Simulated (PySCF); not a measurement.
## Building multiplets from coupling constants

Numbering as in the mapped SMILES `[cH:1]1[cH:2][cH:3][n:4][cH:5][cH:6]1`. Each H is labelled by its parent atom.

- shielding tensors at PBE0/pcSseg-1 (GIAO)
- geometry from GFN2-xTB
- J: B3LYP/pcJ-1 (spin–dipole term only in couplings to heteroatoms)
- program: PySCF 2.14
- no relativistic terms, in vacuum, one computed conformer, one averaged value for each set of equivalent atoms

Shifts are taken against calculated references (same method and geometry level): TMS for ¹H (31.72 ppm).

Spectrometer: 800 MHz for ¹H. First-order analysis; couplings under 1 Hz (under 4 Hz in carbon signals) are ignored, and nearly equal couplings are merged; the smaller ones broaden or split the lines further.

Q: What pattern does H(C1) show (¹H)?

A: A triplet of triplets at δ 7.93: 8.5 Hz to H(C2)/H(C6) (2 × ¹H, 3 bonds away), 1.6 Hz to H(C3)/H(C5) (2 × ¹H, 4 bonds away). Lines in Hz from the centre (relative intensity): +10.1 (1), +8.5 (2), +6.9 (1), +1.6 (2), +0.0 (4), -1.6 (2), -6.9 (1), -8.5 (2), -10.1 (1). The outer lines are 20.2 Hz apart, the sum of the couplings kept, or 0.025 ppm at this field.

Q: What pattern does H(C2)/H(C6) show (¹H)?

A: A doublet of doublets of doublets at δ 7.42: 8.5 Hz to H(C1) (1 × ¹H, 3 bonds away), 5.5 Hz to H(C3)/H(C5) (1 × ¹H, 3 bonds away), 1.0 Hz to H(C3)/H(C5) (1 × ¹H, 5 bonds away). Lines in Hz from the centre (relative intensity): +7.5 (1), +6.5 (1), +2.0 (1), +1.0 (1), -1.0 (1), -2.0 (1), -6.5 (1), -7.5 (1). The outer lines are 15.0 Hz apart, the sum of the couplings kept, or 0.019 ppm at this field.

Q: What pattern does H(C3)/H(C5) show (¹H)?

A: A doublet of triplets at δ 9.00: 5.5 Hz to H(C2)/H(C6) (1 × ¹H, 3 bonds away), 1.3 Hz to H(C1) and H(C2)/H(C6) (2 × ¹H, 4 or 5 bonds away). Lines in Hz from the centre (relative intensity): +4.0 (1), +2.8 (2), +1.4 (1), -1.4 (1), -2.8 (2), -4.0 (1). The outer lines are 8.1 Hz apart, the sum of the couplings kept, or 0.010 ppm at this field.

Unscaled 3J(H,H) at this level run about 10 % above measured values.
